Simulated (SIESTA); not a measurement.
The system is Cd.

```
CELL_PARAMETERS angstrom
2.97887 0.00000 0.00000
-1.48944 2.57978 0.00000
0.00000 0.00000 5.61765
ATOMIC_POSITIONS crystal
Cd 0.66667 0.33333 0.75000
Cd 0.33333 0.66667 0.25000
```

Base run:

```yaml
Program: SIESTA 5.4.2
Functional: LDA
Potentials_or_basis: PseudoDojo 0.4 standard (LDA files)
Basis: DZP (energy shift 0.003 Ry; two zetas on semicore shells)
Grid_cutoff: 800 Ry
Energy_shift: 0.003 Ry
k_mesh: 10 × 10 × 5
Occupations: fermi-dirac, width 0.05 eV
Spin: no spin polarisation
```

Its results: band gap on the k mesh none (metal or under the smearing width); pressure -5.3 GPa.

**Question.** The run is repeated on the same cell with these changes: functional from LDA to PBE; potentials or basis from PseudoDojo 0.4 standard (LDA files) to PseudoDojo 0.4 standard (PBE files). What comes out?

**Answer.** Band gap on the k mesh none (metal or under the smearing width); pressure 2.2 GPa.

Caveats: the basis of atomic orbitals isn't converged, which shifts pressures, moduli and gaps.

Not every run made on this cell is shown here.
